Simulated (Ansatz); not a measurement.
## Convergence of Mo

```
Mo
1.0
    -1.57100    1.57100    1.57100
     1.57100   -1.57100    1.57100
     1.57100    1.57100   -1.57100
Mo
1
Direct
  0.00000 0.00000 0.00000
```

The cell is COD entry 9011605, as deposited and not checked against the literature; nothing was relaxed. It is an old determination, and later ones may differ.

Theory: DFT, PBE, PAW with Ansatz's default frozen-core files, scalar-relativistic (Ansatz 0.2.0).

Settings: a Γ-centred 16×16×16 k mesh, Fermi–Dirac smearing of 0.05 eV, cutoff 420 eV, no spin polarisation. One setting is then changed at a time.

P includes the program's estimate of the Pulay (finite-basis) term, listed apart; without it the pressure would be far more sensitive to the cutoff.

| PAW cutoff (eV) | free energy less the base's (meV/atom) | P (GPa) | Pulay term in P (GPa) |
| --- | --- | --- | --- |
| 420 (base) | 0.0 | 4.66 | 0.05 |
| 200 | 3714 | ? | 182.38 |
| 300 | 51.8 | 4.63 | ? |
| 350 | 3.2 | 4.66 | 0.44 |
| 600 | -1.1 | 4.64 | 0.00 |
| 800 | -1.2 | 4.64 | 0.00 |

Q: What belongs in the row "300", column "Pulay term in P (GPa)"?

A: 5.44.

Q: Fill in "P (GPa)" for the row "200".

A: 9.67.
